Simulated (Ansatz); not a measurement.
**Convergence of ZnS**

```
Zn S
1.0
     0.00000    2.70465    2.70465
     2.70465    0.00000    2.70465
     2.70465    2.70465    0.00000
Zn S
1 1
Cartesian
  0.0000 0.0000 0.0000
  4.0570 4.0570 4.0570
```

Atoms are numbered in the order listed.

The cell is COD entry 9000107, as deposited and not checked against the literature; nothing was relaxed.

All numbers below come from Ansatz 0.2.0, DFT, PBE, PAW with Ansatz's default frozen-core files, scalar-relativistic.

The runs use a Γ-centred 9×9×9 k mesh, Fermi–Dirac smearing of 0.01 eV, cutoff 420 eV, no spin polarisation. One setting is then changed at a time.

P includes the program's estimate of the Pulay (finite-basis) term, listed apart; without it the pressure would be far more sensitive to the cutoff.

```tsv
PAW cutoff (eV)	free energy less the base's (meV/atom)	P (GPa)	Pulay term in P (GPa)	gap on the mesh (eV)
420 (base)	0.0	1.37	0.07	2.097
200	3383	1.05	115.58	2.386
300	62.7	1.63	4.97	2.113
350	5.5	1.45	0.46	2.096
600	-1.6	1.36	0.00	2.098
800	-1.7	1.36	0.00	2.098
```
